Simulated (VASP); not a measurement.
# MnS (Rambergite) (P6_3mc) in VASP: relaxation of shape and atoms at fixed volume with PBE

Aim: the relaxation of shape and atoms at fixed volume of MnS (Rambergite) with PBE.

Program: VASP 6.6.1. These are calculated values, not measurements. Logs are shortened: lines on timing, memory, paths and dates and some standing lists are left out, and cuts for length are marked.

### 1 Starting point

The structure is hexagonal, space group P6_3mc (No. 186). The conventional cell has a = 3.503 Å, b = 3.503 Å, c = 6.072 Å, α = 90.00°, β = 90.00°, γ = 120.00°. Mn (site symmetry 3m) is surrounded by 4 S at 2.18 to 2.22 Å. Around S (site symmetry 3m) lie 4 Mn at 2.18 to 2.22 Å.

### 2 Relaxation of shape and atoms at fixed volume, PBE

File INCAR:

```
SYSTEM = MnS
PREC = Accurate
ENCUT = 600
EDIFF = 1E-6
ISMEAR = 0
SIGMA = 0.05
LREAL = .False.
LASPH = .True.
NELM = 100
ALGO = Fast
ISIF = 4
LWAVE = .False.
LCHARG = .False.
GGA = PE
IBRION = 2
NSW = 60
EDIFFG = -0.01
```

File KPOINTS:

```
Automatic mesh
0
Gamma
  12 12 6
  0 0 0
```

File POSCAR:

```
MnS
1.0
    3.5026376620      0.0000000000      0.0000000000
   -1.7513188310      3.0333731956      0.0000000000
    0.0000000000      0.0000000000      6.0721278251
Mn S
2 2
Direct
    0.3333333333      0.6666666667      0.0098675992
    0.6666666667      0.3333333333      0.5098675992
    0.3333333333      0.6666666667      0.3751324008
    0.6666666667      0.3333333333      0.8751324008
```

Potentials or basis: VASP PAW PBE potentials, release 64 (Mn_pv, S).

Launch:

```sh
> cat potpaw_PBE.64/Mn_pv/POTCAR potpaw_PBE.64/S/POTCAR > POTCAR
> mpirun -np 1 vasp_std > vasp.out
```

OUTCAR:

```text
SYSTEM = MnS
   PREC = Accurate
   ENCUT = 600
   EDIFF = 1E-6
   ISMEAR = 0
   LREAL = .False.
   LASPH = .True.
   NELM = 100
   ISIF = 4
   GGA = PE
   IBRION = 2
   NSW = 60
   EDIFFG = -0.01

 ion  position               nearest neighbor table
   1  0.333  0.667  0.010-   4 2.18   4 2.18   4 2.18   3 2.22
   2  0.667  0.333  0.510-   3 2.18   3 2.18   3 2.18   4 2.22
   3  0.333  0.667  0.375-   2 2.18   2 2.18   2 2.18   1 2.22
   4  0.667  0.333  0.875-   1 2.18   1 2.18   1 2.18   2 2.22

  LATTYP: Found a hexagonal cell.
 ALAT       =     3.5026376620
 C/A-ratio  =     1.7335872023

  Lattice vectors:

 A1 = (   3.5026376620,   0.0000000000,   0.0000000000)
 A2 = (  -1.7513188310,   3.0333731956,   0.0000000000)
 A3 = (   0.0000000000,   0.0000000000,   6.0721278251)

Analysis of symmetry for initial positions (statically):
=====================================================================
 Subroutine PRICEL returns:
 Original cell was already a primitive cell.

 Routine SETGRP: Setting up the symmetry group for a
 hexagonal supercell.

 Subroutine GETGRP returns: Found 12 space group operations
 (whereof  6 operations were pure point group operations)
 out of a pool of 24 trial point group operations.

The static configuration has the point symmetry C_3v.
 The point group associated with its full space group is C_6v.

Analysis of symmetry for dynamics (positions and initial velocities):
=====================================================================
 Subroutine PRICEL returns:
 Original cell was already a primitive cell.

 Routine SETGRP: Setting up the symmetry group for a
 hexagonal supercell.

 Subroutine GETGRP returns: Found 12 space group operations
 (whereof  6 operations were pure point group operations)
 out of a pool of 24 trial point group operations.

The dynamic configuration has the point symmetry C_3v.
 The point group associated with its full space group is C_6v.

 Subroutine INISYM returns: Found 12 space group operations
 (whereof  6 operations are pure point group operations),
 and found     1 'primitive' translations

----------------------------------------------------------------------------------------

                                     Primitive cell

  volume of cell :      64.5152

[... 100 lines left out ...]
   POTIM  = 0.5000    time-step for ionic-motion
   TEBEG  =    0.0;   TEEND  =   0.0 temperature during run
   PSTRESS=    0.0 pullay stress
   NELECT =      38.0000    total number of electrons
   NUPDOWN=      -1.0000    fix difference up-down
   EMIN   =  10.00;   EMAX   =-10.00  energy-range for DOS
   EFERMI =   0.00;   METHOD = LEGACY
   ISMEAR =     0;   SIGMA  =   0.05  broadening in eV -4-tet -1-fermi 0-gaus
   EFERMI_NEDOS =   21; number of points for ismear=-14 and -15
   IALGO  =     68    algorithm
   IMIX   =      4    mixing-type and parameters
     AMIX     =   0.40;   BMIX     =  1.00
     AMIX_MAG =   1.60;   BMIX_MAG =  1.00
  volume/ion in A,a.u.               =      16.13       108.84
  Fermi-wavevector in a.u.,A,eV,Ry     =   1.372299  2.593269 25.622549  1.883204
  Thomas-Fermi vector in A             =   2.497918
   LORBIT       =      0    0 simple, 1 ext, 2 COOP (PROOUT), +10 PAW based schemes
   GGA     = PE    functional components
   LHFCALC =     F    Hartree Fock is set to
   AEXX    =    0.0000 exact exchange contribution
   IVDW    =     0    specifies the selected vdW correction
   LEPSILON=     F    determine dielectric tensor
   LRPA    =     F    only Hartree local field effects (RPA)
 conjugate gradient relaxation of ions
 non-spin polarized calculation
 RMM-DIIS sequential band-by-band and
 Gauss-broadening in eV      SIGMA  =   0.05
  energy-cutoff  :      600.00
  volume of cell :       64.52
 maximum number of plane-waves:      2193
 NGX is ok and might be reduce to    28
   NGX = 13   NGY = 13   NGZ = 25

--------------------------------------- Ionic step        1  -------------------------------------------

 number of electron      38.0000003 magnetization

 Free energy of the ion-electron system (eV)
  ---------------------------------------------------
  ext. energy  EPLUGINS =         0.00000000
  ---------------------------------------------------
  free energy    TOTEN  =       -27.01461403 eV

  energy without entropy =      -27.00718006  energy(sigma->0) =      -27.01089704

------------------------ aborting loop because EDIFF is reached ----------------------------------------

  FORCE on cell =-STRESS in cart. coord.  units (eV):
  Direction    XX          YY          ZZ          XY          YZ          ZX
  --------------------------------------------------------------------------------------
  -------------------------------------------------------------------------------------
  Total       -1.7932966     -1.7932966     -1.8602966      0.0000000      0.0000000      0.0000000
  in kB      -44.5349279    -44.5349279    -46.1988124      0.0000000      0.0000000      0.0000000
  external PRESSURE =     -45.0895561 kB  Pullay stress =       0.0000000 kB
[... 177 lines left out ...]
--------------------------------------- Ionic step        6  -------------------------------------------

 number of electron      38.0000005 magnetization

 Free energy of the ion-electron system (eV)
  ---------------------------------------------------
  ext. energy  EPLUGINS =         0.00000000
  ---------------------------------------------------
  free energy    TOTEN  =       -27.01499449 eV

  energy without entropy =      -27.00738520  energy(sigma->0) =      -27.01118984

 E-fermi :   6.7255     XC(G=0): -10.9137

 val. band max:        6.7254620799   @ k =   0.2500   0.2500   0.3333
 cond. band min:       6.7277119182   @ k =   0.3333   0.2500   0.5000
 fundamental gap:      0.0022498383
 Fermi energy:         6.7255219079

 k-point     1 :       0.0000    0.0000    0.0000
  band No.  band energies     occupation
      1     -41.0594      2.00000
      2     -41.0434      2.00000
      3     -40.9171      2.00000
      4     -40.9171      2.00000
      5     -40.9149      2.00000
      6     -40.9149      2.00000
[... 613 lines left out ...]
     22       7.8500      0.00000
     23       8.5871      0.00000

 [... further k-points ...]

------------------------ aborting loop because EDIFF is reached ----------------------------------------

  FORCE on cell =-STRESS in cart. coord.  units (eV):
  Direction    XX          YY          ZZ          XY          YZ          ZX
  --------------------------------------------------------------------------------------
  -------------------------------------------------------------------------------------
  Total       -1.7882231     -1.7882231     -1.8233054     -0.0000000      0.0000000      0.0000000
  in kB      -44.4089312    -44.4089312    -45.2801690     -0.0000000      0.0000000      0.0000000
  external PRESSURE =     -44.6993438 kB  Pullay stress =       0.0000000 kB
[... 19 lines left out ...]
  FREE ENERGIE OF THE ION-ELECTRON SYSTEM (eV)
  ---------------------------------------------------
  free  energy   TOTEN  =       -27.0149944875 eV

  energy  without entropy=      -27.0073851970  energy(sigma->0) =      -27.01118984

 reached required accuracy - stopping structural energy minimisation
```

It took 3.7 min on 1 thread of Intel Xeon 6975P-C (Granite Rapids), shared host; peak memory 0.28 GiB.

What came out:

| Property | Result |
| --- | --- |
| Free energy | -27.0150 eV |
| Energy gained by relaxing | 0.1 meV/atom |
| Ionic steps | 6 |
| Pressure after relaxing | -4.5 GPa |
| Largest force after relaxing | 0.007 eV/Å |
| Band gap on the k mesh | none (metal or under the smearing width) |

Forces on the atoms (eV/Å):
```
Mn   0.000  0.000  0.007
Mn   0.000  0.000  0.007
S    0.000  0.000 -0.007
S    0.000  0.000 -0.007
```

The path:
| step | energy change (eV) | largest force (eV/Å) | pressure (GPa) | volume (Å³) |
| --- | --- | --- | --- | --- |
| 1 | 0.0000 | 0.0288 | -4.51 | 64.52 |
| 2 | -0.0001 | 0.0026 | -4.50 | 64.52 |
| 3 | -0.0002 | 0.0181 | -4.49 | 64.52 |
| 4 | -0.0002 | 0.0154 | -4.51 | 64.52 |
| 5 | -0.0004 | 0.0100 | -4.46 | 64.52 |
| 6 | -0.0004 | 0.0067 | -4.47 | 64.52 |

Final structure:
```
Mn S
1.0
     3.51013    0.00000    0.00000
    -1.75507    3.03986    0.00000
     0.00000    0.00000    6.04622
Mn S
2 2
Direct
  0.33333 0.66667 0.00914
  0.66667 0.33333 0.50914
  0.33333 0.66667 0.37586
  0.66667 0.33333 0.87586
```

Caveat: the run has no spin polarisation, though such a crystal can be magnetic; semilocal functionals often make such compounds metallic where correlation or magnetic order opens a gap, which also shifts bond lengths. Spin polarisation is off, so any magnetic state and its effect on volume and gap are missing.
